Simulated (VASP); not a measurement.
Write the native input for VASP 6.6.1 that does the following.

```
Task                   : single point
Functional             : BLYP
Potentials or basis    : VASP PAW PBE potentials, release 64 (Lu)
Cutoff                 : 520 eV
k mesh                 : 12 × 12 × 12
Occupations            : fermi-dirac, width 0.1 eV
Spin                   : no spin polarisation
Dipole correction      : no
Further INCAR settings : ALGO = Fast; EDIFF = 1e-07; NBANDS = 18
```

The structure of Lu lies in POSCAR:

```
Lu
1.0
    0.0000000000      2.3551316834      2.3551316834
    2.3551316834      0.0000000000      2.3551316834
    2.3551316834      2.3551316834      0.0000000000
Lu
1
Direct
    0.0000000000      0.0000000000      0.0000000000
```

This isn't the form of Lu at room conditions, which is hcp.

The input as run:

INCAR

```
SYSTEM = Lu
PREC = Accurate
ENCUT = 520
EDIFF = 1E-7
ISMEAR = -1
SIGMA = 0.1
LREAL = .False.
LASPH = .True.
NELM = 80
ALGO = Fast
ISIF = 2
LWAVE = .False.
LCHARG = .False.
GGA = B5
ALDAX = 1.0
AGGAX = 1.0
AGGAC = 1.0
ALDAC = 0.0
NBANDS = 18
```

KPOINTS

```
Automatic mesh
0
Gamma
  12 12 12
  0 0 0
```

Potentials or basis: VASP PAW PBE potentials, release 64 (Lu).

Run with:

```bash
$ cat potpaw_PBE.64/Lu/POTCAR > POTCAR
$ mpirun -np 1 vasp_std > vasp.out
```

It gave:

```yaml
Pressure: 6.9 GPa
Band_gap_on_the_k_mesh: none (metal or under the smearing width)
```

Caveat: the PAW data sets were made with another functional, which shifts forces and pressure a little.

Wall time 52 s on 1 thread of Intel(R) Xeon(R) 6975P-C (Granite Rapids) (shared host), peak memory 0.18 GiB.
